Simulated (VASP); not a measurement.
ZnO (zincite): phonons with LDA

The system is ZnO (zincite).

```xyz
4
Lattice="3.1939 0.0000 0.0000 -1.5970 2.7660 0.0000 0.0000 0.0000 5.1636" Properties=species:S:1:pos:R:3 pbc="T T T"
Zn    0.0000    1.8440    2.5836
Zn    1.5970    0.9220    0.0018
O     1.5970    0.9220    1.9553
O     0.0000    1.8440    4.5371
```

- Program: VASP 6.6.1
- Task: phonons
- Functional: LDA
- Potentials or basis: VASP PAW LDA potentials, release 64 (Zn, O)
- Cutoff: 600 eV
- k mesh: 9 × 9 × 5
- Occupations: gaussian, width 0.03 eV
- Spin: no spin polarisation
- By perturbation theory: no
- Further INCAR settings: ALGO = Normal; EDIFF = 1e-08; IBRION = 6; POTIM = 0.015; NSW = 1

```
Highest phonon frequency at Γ, LO-TO splitting left out : 556 cm⁻¹
```

Phonon frequencies in cm⁻¹ (negative: imaginary):
| q point | frequencies |
| --- | --- |
| (0.000, 0.000, 0.000) | 0 0 0 89 89 263 396 414 414 447 447 556 |

It took 9.2 min on 1 thread of AMD EPYC 9R14 (Zen 4), on a shared host, peak memory 0.41 GiB.
